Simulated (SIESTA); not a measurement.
Au under changes of volume

One of the cells (17.192 Å³/atom); the others are scaled copies at fixed shape and fractional positions:

```
Au
1.0
     0.00000    2.04848    2.04848
     2.04848    0.00000    2.04848
     2.04848    2.04848    0.00000
Au
1
Direct
  0.00000 0.00000 0.00000
```

- Program: SIESTA 5.4.2
- Functional: PBEsol
- Potentials or basis: PseudoDojo 0.4 standard (PBEsol files)
- Basis: DZP (energy shift 0.003 Ry; two zetas on semicore shells)
- Grid cutoff: 800 Ry
- Energy shift: 0.003 Ry
- k mesh: 11 × 11 × 11
- Occupations: fermi-dirac, width 0.05 eV
- Spin: no spin polarisation

```csv
volume (Å³/atom),energy over the lowest point (meV/atom),pressure (GPa)
15.843,64.08,16.7
16.181,34.15,11.8
16.518,14.05,7.3
17.192,0.00,-0.4
17.529,?,?
17.866,13.96,-6.2
```

**Question.** What does the run at 17.529 Å³/atom give?

**Answer.** Energy over the lowest point 4.03 meV/atom; pressure -3.4 GPa.

Worked out: A Birch-Murnaghan fit of order 3 (a polynomial in V^(-2/3)) to the other rows has its minimum at 17.17 Å³/atom with B0 = V·E''(V) = 171 GPa and B' = 5.0. It gives 3.85 meV/atom at 17.529 Å³/atom, against the run's 4.03, and -dE/dV = -3.4 GPa, against -3.4.

Energies are extrapolated to zero smearing.

Caveats: short orbitals over semicore shells can move pressures by several GPa; the basis of atomic orbitals isn't converged, which shifts pressures, moduli and gaps.
